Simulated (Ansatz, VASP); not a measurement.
**Ag in VASP and in Ansatz**

```xyz
1
Lattice="0.0000 2.0427 2.0427 2.0427 0.0000 2.0427 2.0427 2.0427 0.0000" Properties=species:S:1:pos:R:3 pbc="T T T"
Ag    0.0000    0.0000    0.0000
```

Alike in both runs: task single point; functional PBEsol; dispersion D4; k mesh 8 × 8 × 8; occupations methfessel-paxton of order 1, width 0.1 eV; non-collinear spin, spin-orbit coupling.

|  | VASP | Ansatz |
| --- | --- | --- |
| version | VASP 6.6.1 | Ansatz 0.2.0 |
| potentials or method | VASP PAW PBE potentials, release 64 (Ag), cutoff 520 eV | all-electron LAPW, relativistic spinors |

```csv
,VASP,Ansatz,Ansatz less VASP
gap on the k mesh at the Fermi level (eV),none,none,-
pressure (GPa),-5.2,-5.1,+0.15
net moment per atom (μB),0.00,0.00,0.000
dispersion energy (meV/atom),-330.9,-331.1,-0.13
```

A gap of «none» marks a metal or a gap that the smearing closes. Ansatz ran all-electron here, so the differences hold the error of VASP's frozen core and of both bases.

Caveats: the PAW data sets were made with another functional, which shifts forces and pressure a little (VASP); the k mesh is thin for a metal, which can move the energy by tens of meV per atom (Ansatz); pairwise dispersion overbinds metals, which lowers pressure and volume (Ansatz).
